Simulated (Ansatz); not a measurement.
Input of an Ansatz 0.2.0 run:

input.yaml

```yaml
crystal:
  lattice:
    - [5.118, 0.0, 0.0]
    - [0.0, 5.1857, 0.0]
    - [-0.8586630598, 0.0, 5.2138671406]
  atoms:
    - { symbol: Hf, position: [0.2755, 0.4603, 0.708] }
    - { symbol: Hf, position: [0.7245, 0.9603, 0.792] }
    - { symbol: Hf, position: [0.7245, 0.5397, 0.292] }
    - { symbol: Hf, position: [0.2755, 0.0397, 0.208] }
    - { symbol: O, position: [0.0742, 0.1684, 0.8467] }
    - { symbol: O, position: [0.9258, 0.6684, 0.6533] }
    - { symbol: O, position: [0.9258, 0.8316, 0.1533] }
    - { symbol: O, position: [0.0742, 0.3316, 0.3467] }
    - { symbol: O, position: [0.4487, 0.7419, 0.9801] }
    - { symbol: O, position: [0.5513, 0.2419, 0.5199] }
    - { symbol: O, position: [0.5513, 0.2581, 0.0199] }
    - { symbol: O, position: [0.4487, 0.7581, 0.4801] }
hamiltonian:
  xc: rpbe
  pseudopotentials: { kind: paw }
kpoints:
  mp_grid: { grid: [5, 5, 5] }
  band_path:
    path:
      - [[0.0, 0.0, 0.0], [0.0, 0.0, 0.5], [-0.4327310173, 0.0, 0.5726006525], [-0.5, 0.0, 0.5], [-0.5, 0.5, 0.5], [-0.5672689827, 0.5, 0.4273993475], [-0.5, 0.5, 0.0], [-0.5, 0.0, 0.0], [-0.5672689827, 0.0, 0.4273993475]]
      - [[-0.4327310173, 0.5, 0.5726006525], [0.0, 0.5, 0.5], [0.0, 0.5, 0.0]]
      - [[0.0, 0.0, 0.5], [0.0, 0.5, 0.5]]
    npoints: 10
scf:
  occupations: { method: fermi_dirac, width: 0.05 }
  n_extra_bands: 30
output:
  forces: true
  stress: true
  eigenvalues: true
  fatbands: false
  write_density: true
  write_potential: true
  elf: true
  volumetric_format: npy
```

Potentials or basis: Ansatz PAW.

Run with:

```bash
$ ansatz run input.yaml --threads 2 --pin off --max-ram 5120MiB --backend cpu --events-out ev --progress --plain --runs-dir out
```

**Question.** What does it give for the pressure?

**Answer.** 10.7 GPa.

**Question.** What does it give for the band gap along the path?

**Answer.** 4.24 eV, indirect (least direct gap 4.31 eV).

Levels at the corners of the path, in eV from the valence-band top:
| point | band 73 | band 74 | band 75 | band 76 | band 77 | band 78 | band 79 | band 80 |
| --- | --- | --- | --- | --- | --- | --- | --- | --- |
| Γ | -0.49 | -0.47 | -0.14 | 0.00 | 4.70 | 5.22 | 5.41 | 5.63 |
| Y | -0.78 | -0.78 | -0.46 | -0.46 | 4.92 | 4.92 | 5.34 | 5.34 |
| H | -1.03 | -0.71 | -0.62 | -0.34 | 4.47 | 4.67 | 5.57 | 5.69 |
| C | -0.92 | -0.92 | -0.49 | -0.49 | 4.56 | 4.56 | 5.66 | 5.66 |
| E | -0.99 | -0.99 | -0.70 | -0.70 | 4.74 | 4.74 | 5.43 | 5.43 |
| M1 | -0.98 | -0.98 | -0.67 | -0.67 | 4.75 | 4.75 | 5.46 | 5.46 |
| A | -0.85 | -0.85 | -0.56 | -0.56 | 4.95 | 4.95 | 5.40 | 5.40 |
| X | -0.65 | -0.53 | -0.46 | -0.09 | 4.24 | 5.28 | 5.36 | 5.40 |
| H1 | -1.03 | -0.71 | -0.62 | -0.34 | 4.47 | 4.67 | 5.57 | 5.69 |
| M | -0.98 | -0.98 | -0.67 | -0.67 | 4.75 | 4.75 | 5.46 | 5.46 |
| D | -0.89 | -0.89 | -0.59 | -0.59 | 5.10 | 5.10 | 5.27 | 5.27 |
| Z | -0.78 | -0.78 | -0.40 | -0.40 | 5.22 | 5.22 | 5.70 | 5.70 |
| Y | -0.78 | -0.78 | -0.46 | -0.46 | 4.92 | 4.92 | 5.34 | 5.34 |
| D | -0.89 | -0.89 | -0.59 | -0.59 | 5.10 | 5.10 | 5.27 | 5.27 |

Caveat: the k mesh misses the band edges, so the gap on the mesh is wider than the one along the path; the pressure holds a Pulay correction of +0.7 GPa for the finite cutoff; spin-orbit coupling is left out, which moves the levels of the heavy elements; the PAW data sets come from PBE, with cores solved anew for the run's functional, which leaves a small shift of forces and pressure.

**What was measured.**

From “Temperature dependence of self-trapped exciton luminescence in nanostructured hafnia powder”, 2021, arxiv:2112.02602, for a bulk crystal of HfO2: band gap 5.54 eV (indirect).

Measured gap of HfO2: 5.54 eV (indirect; quoted in “Temperature dependence of self-trapped exciton luminescence in nanostructured hafnia powder”, 2021, arxiv:2112.02602). This calculation gives 4.24 eV (-1.30 eV). Spin-orbit coupling on Hf is left out. The value is that of RPBE, without temperature or zero-point motion. Semilocal functionals fall short of measured gaps as a rule.
